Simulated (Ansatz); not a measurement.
AlRu under pressure: fit and missing row

AlRu, Pm-3m, a = 3.004 Å. The structure is a Materials Project entry; whether it is the stable form wasn't checked. Ansatz: PBE, PAW, 420 eV, Γ-centred 14×14×14 mesh on 2 atoms, Gaussian smearing 0.10 eV; no spin polarisation. Cell and atoms are relaxed at each pressure, and no other structure is tried, so the rows at high pressure may lie past a change of phase.

```
V (Å³/atom) P (GPa)
     10.509    90.00
     11.439    50.00
          ?    25.00
     12.864    11.93
     13.299     4.04
     13.489     1.00
     13.556    -0.03
     13.622    -1.00
```

Problem. Take V0 = 13.556 Å³/atom, count pressures from its P0 = -0.03 GPa, fit the third-order Birch–Murnaghan form to the other rows, and predict the missing volume.

Solution. With the Eulerian strain f = ½[(V0/V)^(2/3) − 1] and y = (P − P0)/[3f(1 + 2f)^(5/2)], the form is the line y = B0 + 1.5 B0 (B0′ − 4) f. Rows (f, y): 0.09249, 212.3; 0.05993, 209.7; 0.01777, 205.6; 0.00642, 204.7; 0.00165, 206.4; -0.00162, 201.2. Means f = 0.02944, y = 206.65; Σ(Δf)² = 0.007308, ΣΔfΔy = 0.6826; the slope is their ratio. y = 203.9 + 93.40 f GPa, so B0 = 203.9 GPa and B0′ = 4 + 2 × (93.40)/(3 × 203.9) = 4.31. P = 25.00 GPa is met at f = 0.03415 (y = 207.09), so V = V0 (1 + 2f)^(−3/2) = 12.277 Å³/atom. The run gave 12.278 Å³/atom, so the fit is 0.001 Å³/atom too low, within the rms miss on the fitted rows (0.001 Å³/atom).

The mesh isn't the same in all rows (14×14×14, 16×16×16).